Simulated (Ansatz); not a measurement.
Planning a run of Ansatz 0.2.0 on InGaP2 (ordered model alloy, started on the GaP lattice) (Ima2). The input:

```yaml
crystal:
  lattice:
    - [-0.0047183935, 5.6039885875, -5.6162220775]
    - [5.6162220775, 5.6039885875, 0.0047183935]
    - [5.611503684, 0.0, -5.611503684]
  atoms:
    - { symbol: Ga, position: [0.0002668062, -0.0007024568, 0.0002178253] }
    - { symbol: In, position: [0.000903567, 0.500903567, -0.000903567] }
    - { symbol: In, position: [0.4994471385, 0.500657247, -5.21927e-05] }
    - { symbol: Ga, position: [0.500055848, 5.5848e-05, -5.5848e-05] }
    - { symbol: In, position: [0.000903567, 0.500903567, 0.499096433] }
    - { symbol: In, position: [0.000657247, -0.0005528615, 0.4999478073] }
    - { symbol: Ga, position: [0.500055848, 5.5848e-05, 0.499944152] }
    - { symbol: Ga, position: [0.4992975432, 0.5002668062, 0.5002178253] }
    - { symbol: P, position: [0.8810838277, 0.3576572874, 0.8806294424] }
    - { symbol: P, position: [0.8643543157, 0.8856951228, 0.8855263617] }
    - { symbol: P, position: [0.3701530773, 0.8894193656, 0.8702137786] }
    - { symbol: P, position: [0.3856951228, 0.3643543157, 0.8644241998] }
    - { symbol: P, position: [0.8643543157, 0.8856951228, 0.3644241998] }
    - { symbol: P, position: [0.8576572874, 0.3810838277, 0.3806294424] }
    - { symbol: P, position: [0.3856951228, 0.3643543157, 0.3855263617] }
    - { symbol: P, position: [0.3894193656, 0.8701530773, 0.3702137786] }
kpoints:
  mp_grid: { grid: [2, 2, 2] }
hamiltonian:
  xc: lda
  pseudopotentials: { kind: paw, azcp: { folder: soft_1 }, xc_functional: pbe }
scf:
  occupations: { method: fixed }
gw:
  n_empty_bands: 250
  ecut_chi: 46
  qp_bands: [v4, c4]
  qp_kpoints: band_edges
  screening: { model: contour_deformation }
```

```sh
ansatz run input.yaml --threads 4 --pin off --max-ram 17510MiB --backend cpu --events-out ev --progress --plain --runs-dir out
```

Q: How long will it take on 4 threads of Arm Neoverse V1, shared host, and how much memory?

It took 60 s; on shared hardware allow 30 s to 2 min. Peak host memory was 2.0 GiB. The sizes that set the cost: 6859 plane waves a state, 5 irreducible k points, 322 bands summed, 259 plane waves in the screening and 10 SCF cycles.

The screening grows as filled bands × empty bands × pairs of k points, times the square of the screening basis for the matrix.

[Paths, hosts, dates, memory and timing lines, banners, echoed tables and standing remarks are left out of the program output.]

[Logs are printed without paths, hosts, clocks, repeated set-up lines and the standing remarks that a program may print on its own settings, such as how far it seeks lower states.]

[Runs of the session that timed out or met a known fault of the program may be left out.]

[Cells called generated may have been cut or substituted from an entry of the Crystallography Open Database or the Materials Project.]

[Hosts, paths, dates, database ids (printed as entryN), source tags and the programs' standing remarks are cut or masked in the printed files.]
